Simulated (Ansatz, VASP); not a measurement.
**MgH2 in VASP and in Ansatz**

```
CELL_PARAMETERS angstrom
3.27777 0.00000 0.00000
0.00000 3.27777 0.00000
0.00000 0.00000 2.67653
ATOMIC_POSITIONS crystal
Mg 0.50000 0.50000 0.00000
H 0.00000 0.50000 0.50000
H 0.50000 0.00000 0.50000
```

Alike in both runs: functional PBE; k mesh 14 × 14 × 18; occupations gaussian, width 0.1 eV; no spin polarisation.

Ansatz relaxed the structure, and its values are those at the end. VASP's run is a single point on that final structure, the one shown.

|  | VASP | Ansatz |
| --- | --- | --- |
| version | VASP 6.6.1 | Ansatz 0.2.0 |
| potentials or method | VASP PAW PBE potentials, release 64 (Mg, H) | scalar-relativistic, plane waves, PAW |
| plane-wave cutoff (eV) | 520 | 420 |
| valence electrons in the cell | 4 | 12 |

Ansatz gave:

```
gap on the k mesh at the Fermi level (eV) : none
pressure (GPa)                            : 0.0
```

Question: Which values does VASP return?

Answer: gap on the k mesh at the Fermi level (eV): none; pressure (GPa): -0.3.

A gap of «none» marks a metal or a gap that the smearing closes. The functional is the same, so the differences come from potentials, cutoffs and numerics. The two sets of potentials don't hold the same shells in valence.
